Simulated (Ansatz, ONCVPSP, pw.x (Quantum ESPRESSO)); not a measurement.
**Equation-of-state test of one ONCV potential (tantalum)**

```json
{
 "Element": "tantalum (Ta)",
 "Generator": "ONCVPSP 4.0.1.1 (patched build)",
 "Type": "optimised norm-conserving Vanderbilt (ONCV)",
 "Functional": "PBE",
 "Relativity": "scalar-relativistic",
 "Frozen core": "[Kr] 4d10 4f14",
 "Valence charge": "13",
 "Reference configuration": "5s2 5p6 5d3 6s1.75 (charge +0.25)",
 "Partial waves": "5s+6s: rc 1.85 bohr, ncon 3, nbas 8, qcut 5.9 1/bohr, 2 projectors; 5p: rc 1.55 bohr, ncon 4, nbas 8, qcut 7.7 1/bohr, 2 projectors, debl 0.2 Ha; 5d: rc 1.90 bohr, ncon 4, nbas 7, qcut 6 1/bohr, 2 projectors, debl 3.9 Ha",
 "Local potential": "polynomial inside 1.30 bohr (lpopt 5, dvloc0 6 Ha)",
 "Core correction": "Teter function, fcfact 5.25, rcfact 1.15"
}
```

In the p channel the program set the typed energies aside and used -1.510, 0.250 Ha.

Crystal test: fcc Ta in pw.x 7.5, no spin, 13³ k-points, Fermi–Dirac smearing 0.01 Ry, cutoffs 65/260 Ry. The reference is all-electron LAPW (Ansatz 0.2.0) with the same functional, mesh and smearing; V0 and B0 come from Birch–Murnaghan fits to the pressures at five volumes. Errors are pseudo minus all-electron; Δ is the rms difference of the E(V) curves that follow from these fits, minima aligned, over ±6 % about the mean V0. Mesh and smearing are coarse, so the numbers serve the comparison and aren't converged zero-temperature values; the lattice is a test structure that the element need not adopt.

All-electron: a0 = 4.224 Å (V0 = 18.84 Å³/atom), B0 = 188.4 GPa.

How far does the potential miss the all-electron equation of state?

mean pressure error (GPa): -1.82; a0 (Å): 4.210; a0 error (%): -0.33; B0 error (%): +0.2; Δ (meV/atom): 7.7.

| V (Å³/atom) | P all-electron (GPa) | P pseudo (GPa) |
| --- | --- | --- |
| 17.984 | 9.60 | 7.44 |
| 18.458 | 4.06 | 2.09 |
| 18.931 | -0.85 | -2.66 |
| 19.404 | -5.22 | -6.88 |
| 19.878 | -9.10 | -10.62 |

At the middle volume, how do free energy and pressure move when the wave cutoff is lowered (ecutrho kept at four times it)?

```
cutoff (Ry)  shift of F (meV/atom)  shift of P (GPa)
         29                +2316.3            -37.59
         39                 +596.2            -22.74
         52                  +28.8             -2.69
```

The run at the middle volume (84 k-points, 7 iterations) took about 27 s on one core of a shared host (Neoverse-N1, 64 threads, 124 GiB, load 61).
